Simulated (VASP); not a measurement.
A run of VASP 6.6.1:

INCAR

```
SYSTEM = VSi23
PREC     = Accurate       ! precision mode
ENCUT    = 350            ! plane-wave cutoff, eV
EDIFF    = 1E-5           ! SCF threshold, eV
ISMEAR   = 0              ! smearing method
SIGMA    = 0.03           ! smearing width, eV
LREAL    = Auto         
LASPH    = .TRUE.         ! aspherical terms in the spheres
NELM     = 120            ! most SCF steps
ALGO     = Normal         ! electronic algorithm
ISIF     = 2              ! what is computed and relaxed
LWAVE    = .FALSE.        ! write WAVECAR
LCHARG   = .FALSE.        ! write CHGCAR
ISPIN    = 2              ! spin polarisation
MAGMOM   = 2 0 0 0 0 0 0 0 0 0 0 0 0 0 0 0 0 0 0 0 0 0 0 0 ! initial moments
LORBIT   = 11             ! projections on sites
LMAXMIX  = 4              ! l up to which the mixer works
LDAU     = .TRUE.         ! DFT+U
LDAUTYPE = 2            
LDAUL    = 2 -1           ! shell
LDAUU    = 3 0            ! U, eV
LDAUJ    = 0 0          
LDAUPRINT= 1            
GGA      = PS             ! functional
NBANDS   = 74             ! bands
NELECT   = 106.0
```

The input KPOINTS:

```
regular mesh
0
G
  2 3 3
  0 0 0
```

POSCAR

```
VSi23
1.0
    0.0000000000      8.1555000000      8.1555000000
    5.4370000000      0.0000000000      5.4370000000
    5.4370000000      5.4370000000      0.0000000000
V Si
1 23
Direct
    0.0000000000      0.0000000000      0.0000000000
    0.0000000000      0.0000000000      0.5000000000
    0.0000000000      0.5000000000      0.0000000000
    0.0000000000      0.5000000000      0.5000000000
    0.3333330000      0.0000000000      0.0000000000
    0.3333330000      0.0000000000      0.5000000000
    0.3333330000      0.5000000000      0.0000000000
    0.3333330000      0.5000000000      0.5000000000
    0.6666670000      0.0000000000      0.0000000000
    0.6666670000      0.0000000000      0.5000000000
    0.6666670000      0.5000000000      0.0000000000
    0.6666670000      0.5000000000      0.5000000000
    0.0833333333      0.1250000000      0.1250000000
    0.0833333333      0.1250000000      0.6250000000
    0.0833333333      0.6250000000      0.1250000000
    0.0833333333      0.6250000000      0.6250000000
    0.4166663333      0.1250000000      0.1250000000
    0.4166663333      0.1250000000      0.6250000000
    0.4166663333      0.6250000000      0.1250000000
    0.4166663333      0.6250000000      0.6250000000
    0.7500003333      0.1250000000      0.1250000000
    0.7500003333      0.1250000000      0.6250000000
    0.7500003333      0.6250000000      0.1250000000
    0.7500003333      0.6250000000      0.6250000000
```

Potentials or basis: VASP PAW PBE potentials, release 64 (V_sv, Si).

The run is started by

```console
$ cat potpaw_PBE.64/V_sv/POTCAR potpaw_PBE.64/Si/POTCAR > POTCAR
$ mpirun -np 1 vasp_std > vasp.out
```

Hardware: 1 thread of Intel(R) Xeon(R) Platinum 8488C (Sapphire Rapids) (shared host).

Question: How long does it take, and how much memory?

Answer: Wall time 18 min on 1 thread of Intel(R) Xeon(R) Platinum 8488C (Sapphire Rapids), with other jobs on the host, peak memory 0.61 GiB. Counts: scf iterations 32, k points 8.
